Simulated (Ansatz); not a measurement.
**InN in the wurtzite structure (space group P6_3mc, No. 186)**

```yaml
crystal:
  lattice:
    - [3.53693, 0.00000, 0.00000]
    - [-1.76847, 3.06307, 0.00000]
    - [0.00000, 0.00000, 5.71356]
  atoms:
    - { symbol: In, position: [0.66667, 0.33333, 0.00203] }
    - { symbol: In, position: [0.33333, 0.66667, 0.50203] }
    - { symbol: N, position: [0.66667, 0.33333, 0.62317] }
    - { symbol: N, position: [0.33333, 0.66667, 0.12317] }
```

All numbers come from PBEsol (Ansatz, a quantum-chemistry and plane-wave program), no spin-orbit coupling. Γ-centred 11×11×6 mesh, Fermi–Dirac width 0.05 eV.

- Volume per atom: 15.48 Å³
- Density: 6.91 g/cm³
- Band gap: zero
- Total energy: -2951.939 eV/atom (σ→0; compares only within this code and set-up)

No phonon test of stability was made. All final runs are without spin polarisation. A zero or small gap of InN can be the functional's error rather than a property of the material.
